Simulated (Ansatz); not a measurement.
```
CELL_PARAMETERS angstrom
0.00000 2.71550 2.71550
2.71550 0.00000 2.71550
2.71550 2.71550 0.00000
ATOMIC_POSITIONS crystal
Si 0.00000 0.00000 0.00000
Si 0.25000 0.25000 0.25000
```

| Item | Value |
| --- | --- |
| orbitals | PBE |
| datasets | hard PAW set made for 700 eV |
| k mesh | 6×6×6 |
| empty bands | 399 |
| response cutoff | 180 eV |
| wave cutoff | 700 eV |
| frequencies | plasmon pole, fitted at the program's default frequency |
| q → 0 term | analytic weight of Carrier, Rohra and Görling |
| points solved | Γ, L, X |
| band sums | cut at the band count |

Program: Ansatz. The Kohn-Sham gap (from Γ to X) is 0.71 eV and the electronic dielectric constant on this mesh 15.4.

What G0W0 gap follows between the same band edges?

1.19 eV, a change of +0.48 eV. The valence edge moves by -0.62 eV (Z = 0.77) and the conduction edge by -0.15 eV (Z = 0.79).

Band sums or response are cut, so the gap isn't at its basis limit. The gap is read among the points solved; the crystal's band edges can lie elsewhere. Meshes this coarse can overestimate the dielectric constant by a tenth and more.
